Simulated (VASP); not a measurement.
Here is a VASP 6.6.1 calculation.

File INCAR:

```
  ALGO = Normal
  EDIFF = 1E-7
  EDIFFG = -0.002
  ENCUT = 520
  GGA = PE
  IBRION = 2
  ISIF = 3
  ISMEAR = 0
  LASPH = True
  LCHARG = False
  LREAL = False
  LWAVE = False
  NELM = 60
  NSW = 80
  PREC = Accurate
  SIGMA = 0.1
```

File KPOINTS:

```
k-points
0
Gamma
  26 26 26
```

File POSCAR:

```
W
1.0
   -1.5823450000      1.5823450000      1.5823450000
    1.5823450000     -1.5823450000      1.5823450000
    1.5823450000      1.5823450000     -1.5823450000
W
1
Direct
    0.0000000000      0.0000000000      0.0000000000
```

Potentials or basis: VASP PAW PBE potentials, release 64 (W_sv).

Command:

```sh
$ cat potpaw_PBE.64/W_sv/POTCAR > POTCAR
$ mpirun -np 1 vasp_std > vasp.out
```

(1) Estimate the band gap on the k mesh.

(2) What does it give for the space group after relaxing (to 0.05 Å)?

(3) Predict the relaxed cell.

(4) Estimate the relaxed volume.

## Answers

(1) none (metal or under the smearing width).

(2) Im-3m (No. 229).

(3) a = 2.759 Å, b = 2.759 Å, c = 2.759 Å, α = 109.47°, β = 109.47°, γ = 109.47°.

(4) 16.16 Å³/atom.
